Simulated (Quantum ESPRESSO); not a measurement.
# NaH (P1) in Quantum ESPRESSO: reference runs

Reference runs on NaH: the cell as given.

Program: Quantum ESPRESSO 7.5. These are calculated values, not measurements. Logs are shortened: lines on timing, memory, paths and dates and some standing lists are left out, and cuts for length are marked.

## Step 1: The structure

The typed cell holds 2 atoms: a = 2.955 Å, b = 2.955 Å, c = 2.955 Å, α = 90.00°, β = 90.00°, γ = 90.00°.

The cell comes from a database or a generator and needn't be the stable form of this composition.

## Step 2: Single point, PBE

Input file pw.in:

```
&CONTROL
  calculation = 'scf'
  prefix = 'pwscf'
  outdir = './tmp'
  pseudo_dir = './pseudo'
  tprnfor = .true.
  tstress = .true.
  disk_io = 'low'
/
&SYSTEM
  ibrav = 0
  nat = 2
  ntyp = 2
  ecutwfc = 60
  ecutrho = 480
  nbnd = 10
  occupations = 'smearing'
  smearing = 'fd'
  degauss = 0.00367493
/
&ELECTRONS
  conv_thr = 4d-10
  electron_maxstep = 120
  mixing_beta = 0.5
/
ATOMIC_SPECIES
Na    22.9898 na_pbe_v1.5.uspp.F.UPF
H      1.0080 H.pbe-rrkjus_psl.1.0.0.UPF
CELL_PARAMETERS angstrom
   2.9551240000    0.0000000000    0.0000000000
   0.0000000000    2.9551240000    0.0000000000
   0.0000000000    0.0000000000    2.9551240000
ATOMIC_POSITIONS crystal
Na     0.0083762700    0.0061624900    0.9866530900
H      0.4916237300    0.4938375100    0.5133469100
K_POINTS automatic
9 9 9 0 0 0
```

Input file pp_density.in:

```
&INPUTPP
  prefix = 'pwscf'
  outdir = './tmp'
  filplot = 'density.dat'
  plot_num = 0
/
&PLOT
  nfile = 1
  filepp(1) = 'density.dat'
  iflag = 3
  output_format = 6
  fileout = 'density.cube'
/
```

Input file pp_potential.in:

```
&INPUTPP
  prefix = 'pwscf'
  outdir = './tmp'
  filplot = 'potential.dat'
  plot_num = 11
/
&PLOT
  nfile = 1
  filepp(1) = 'potential.dat'
  iflag = 3
  output_format = 6
  fileout = 'potential.cube'
/
```

Potentials or basis: SSSP 1.3 efficiency PBE.

Launch:

```bash
OMP_NUM_THREADS=1 pw.x -in pw.in > pw.out
OMP_NUM_THREADS=1 pp.x -in pp_density.in > pp_density.out
OMP_NUM_THREADS=1 pp.x -in pp_potential.in > pp_potential.out
```

pw.out:

```text
This program is part of the open-source Quantum ESPRESSO suite
     for quantum simulation of materials; please cite
[... 6 lines left out ...]
     --------------------
     sticks:   dense  smooth     PW     G-vecs:    dense   smooth      PW
     Sum        1201     593    185                31103    11019    1863

     Using Slab Decomposition

     bravais-lattice index     =            0
     lattice parameter (alat)  =       5.5844  a.u.
     unit-cell volume          =     174.1501 (a.u.)^3
     number of atoms/cell      =            2
     number of atomic types    =            2
     number of electrons       =        10.00
     number of Kohn-Sham states=           10
     kinetic-energy cutoff     =      60.0000  Ry
     charge density cutoff     =     480.0000  Ry
     scf convergence threshold =      4.0E-10
     mixing beta               =       0.5000
     number of iterations used =            8  plain     mixing
     Exchange-correlation= PBE
                           (   1   4   3   4   0   0   0)

     celldm(1)=   5.584375  celldm(2)=   0.000000  celldm(3)=   0.000000
     celldm(4)=   0.000000  celldm(5)=   0.000000  celldm(6)=   0.000000

     crystal axes: (cart. coord. in units of alat)
               a(1) = (   1.000000   0.000000   0.000000 )
               a(2) = (   0.000000   1.000000   0.000000 )
               a(3) = (   0.000000   0.000000   1.000000 )

     reciprocal axes: (cart. coord. in units 2 pi/alat)
               b(1) = (  1.000000  0.000000  0.000000 )
               b(2) = (  0.000000  1.000000  0.000000 )
               b(3) = (  0.000000  0.000000  1.000000 )

     PseudoPot. # 1 for Na read from file:
     na_pbe_v1.5.uspp.F.UPF
     Pseudo is Ultrasoft, Zval =  9.0
     Generated by new atomic code, or converted to UPF format
     Using radial grid of  819 points,  5 beta functions with:
                l(1) =   0
                l(2) =   0
                l(3) =   1
                l(4) =   1
                l(5) =   2
     Q(r) pseudized with  8 coefficients,  rinner =    1.250   1.250   1.250
                                                       1.250   1.250

     PseudoPot. # 2 for H  read from file:
     H.pbe-rrkjus_psl.1.0.0.UPF
     Pseudo is Ultrasoft, Zval =  1.0
     Generated using "atomic" code by A. Dal Corso  v.5.1
     Using radial grid of  929 points,  2 beta functions with:
                l(1) =   0
                l(2) =   0
     Q(r) pseudized with 0 coefficients

     atomic species   valence    mass     pseudopotential
     Na                9.00    22.98980     Na( 1.00)
     H                 1.00     1.00800     H ( 1.00)

     No symmetry found

   Cartesian axes

     site n.     atom                  positions (alat units)
         1        Na     tau(   1) = (   0.0083763   0.0061625   0.9866531  )
         2        H      tau(   2) = (   0.4916237   0.4938375   0.5133469  )

     number of k points=   365  Fermi-Dirac smearing, width (Ry)=  0.0037

     Number of k-points >= 100: set verbosity='high' to print them.

     Dense  grid:    31103 G-vectors     FFT dimensions: (  40,  40,  40)

     Smooth grid:    11019 G-vectors     FFT dimensions: (  27,  27,  27)

     Initial potential from superposition of free atoms

     starting charge       9.9937, renormalised to      10.0000
     Starting wfcs are    6 randomized atomic wfcs +    4 random wfcs

     Self-consistent Calculation

     iteration #  1     ecut=    60.00 Ry     beta= 0.50
     Davidson diagonalization with overlap
     ethr =  1.00E-02,  avg # of iterations =  6.1

     Threshold (ethr) on eigenvalues was too large:
     Diagonalizing with lowered threshold

     Davidson diagonalization with overlap
     ethr =  9.23E-04,  avg # of iterations =  1.0

     total energy              =     -96.51153013 Ry
     estimated scf accuracy    <       0.09211729 Ry

     iteration #  2     ecut=    60.00 Ry     beta= 0.50
     Davidson diagonalization with overlap
     ethr =  9.21E-04,  avg # of iterations =  1.3

     total energy              =     -96.51643937 Ry
     estimated scf accuracy    <       0.00625688 Ry

     iteration #  3     ecut=    60.00 Ry     beta= 0.50
     Davidson diagonalization with overlap
     ethr =  6.26E-05,  avg # of iterations =  2.8

     total energy              =     -96.51735682 Ry
     estimated scf accuracy    <       0.00017705 Ry

     iteration #  4     ecut=    60.00 Ry     beta= 0.50
     Davidson diagonalization with overlap
     ethr =  1.77E-06,  avg # of iterations =  4.5

     total energy              =     -96.51739401 Ry
     estimated scf accuracy    <       0.00002499 Ry

     iteration #  5     ecut=    60.00 Ry     beta= 0.50
     Davidson diagonalization with overlap
     ethr =  2.50E-07,  avg # of iterations =  2.0

     total energy              =     -96.51739984 Ry
     estimated scf accuracy    <       0.00000011 Ry

     iteration #  6     ecut=    60.00 Ry     beta= 0.50
     Davidson diagonalization with overlap
     ethr =  1.05E-09,  avg # of iterations =  2.0

     total energy              =     -96.51740098 Ry
     estimated scf accuracy    <       0.00000001 Ry

     iteration #  7     ecut=    60.00 Ry     beta= 0.50
     Davidson diagonalization with overlap
     ethr =  1.12E-10,  avg # of iterations =  2.0

     total energy              =     -96.51740125 Ry
     estimated scf accuracy    <          6.0E-10 Ry

     iteration #  8     ecut=    60.00 Ry     beta= 0.50
     Davidson diagonalization with overlap
     ethr =  6.00E-12,  avg # of iterations =  2.0

     End of self-consistent calculation

     Number of k-points >= 100: set verbosity='high' to print the bands.

     the Fermi energy is     3.7326 ev

!    total energy              =     -96.51740134 Ry
     estimated scf accuracy    <          4.8E-11 Ry
     smearing contrib. (-TS)   =      -0.00000000 Ry
     internal energy E=F+TS    =     -96.51740134 Ry

     The total energy is F=E-TS. E is the sum of the following terms:
     one-electron contribution =     -77.29106940 Ry
     hartree contribution      =      40.09655814 Ry
     xc contribution           =     -15.08337888 Ry
     ewald contribution        =     -44.23951120 Ry

     convergence has been achieved in   8 iterations

     Forces acting on atoms (cartesian axes, Ry/au):

     atom    1 type  1   force =    -0.00084896   -0.00062944    0.00131826
     atom    2 type  2   force =     0.00084896    0.00062944   -0.00131826

     Total force =     0.002389     Total SCF correction =     0.000008

     Computing stress (Cartesian axis) and pressure

          total   stress  (Ry/bohr**3)                   (kbar)     P=        4.23
   0.00002853   0.00000236  -0.00000501            4.20        0.35       -0.74
   0.00000236   0.00002826  -0.00000370            0.35        4.16       -0.54
  -0.00000501  -0.00000370   0.00002945           -0.74       -0.54        4.33

=------------------------------------------------------------------------------=
   JOB DONE.
=------------------------------------------------------------------------------=
```

Run time: 31 s. Hardware: 1 thread of Intel Xeon 6975P-C (Granite Rapids), shared host; peak memory 0.18 GiB.

What came out:

| Quantity | Value |
| --- | --- |
| Free energy | -1313.1861 eV |
| Pressure | 0.4 GPa |
| Largest force | 0.043 eV/Å |
| Band gap on the k mesh | 1.50 eV, indirect (least direct gap 4.81 eV) |

Forces in eV/Å, atoms in the order of the input:
```
Na  -0.022 -0.016  0.034
H    0.022  0.016 -0.034
```

Caveat: an odd mesh through Γ misses points on the zone boundary, where band edges often lie.
